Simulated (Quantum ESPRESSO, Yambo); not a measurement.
An input for Yambo 5.3.0 (BP (honeycomb monolayer)):

```
HF_and_locXC
gw0
dyson
ppa
em1d
rim_cut
rim_w
RandQpts= 3000000
RandGvec= 100 RL
CUTGeo= "slab z"
RandGvecW= 9 RL
EXXRLvcs= 68 Ry
VXCRLvcs= 272 Ry
Chimod= "HARTREE"
% BndsRnXp
 1 | 62 |
%
NGsBlkXp= 9.5 Ry
% LongDrXp
 1 | 1 | 0 |
%
% GbndRnge
 1 | 62 |
%
DysSolver= "n"
ExtendOut
PPAPntXp= 27.21138 eV
% QPkrange
 1 | 7 | 1 | 8 |
%
```

```sh
OMP_NUM_THREADS=1 mpirun -n 8 yambo -F gw1.in -J gw1 -C gw1 > gw1.log
```

The stored states that it reads are on a 6×6×1 mesh. The cell holds 2 atoms: 1 B and 1 P. Cell: a = 3.213 Å, b = 3.213 Å, c = 14.000 Å, α = 90.0°, β = 90.0°, γ = 120.0°. Vacuum lies along c.

Q: Estimate wall time and host memory on 8 MPI ranks of Arm Neoverse V1, shared host.

It took 2.6 min; on shared hardware allow 78 s to 5.2 min. Peak host memory was 4.1 GiB.

The screening grows as filled bands × empty bands × pairs of k points, times the square of the screening basis for the matrix.

[Paths, hosts, dates, memory and timing lines, banners, echoed tables and standing remarks are left out of the program output.]

[Logs are printed without paths, hosts, clocks, repeated set-up lines and the standing remarks that a program may print on its own settings, such as how far it seeks lower states.]

[Runs of the session that timed out or met a known fault of the program may be left out.]

[Hosts, paths, dates, database ids (printed as entryN), source tags and the programs' standing remarks are cut or masked in the printed files.]
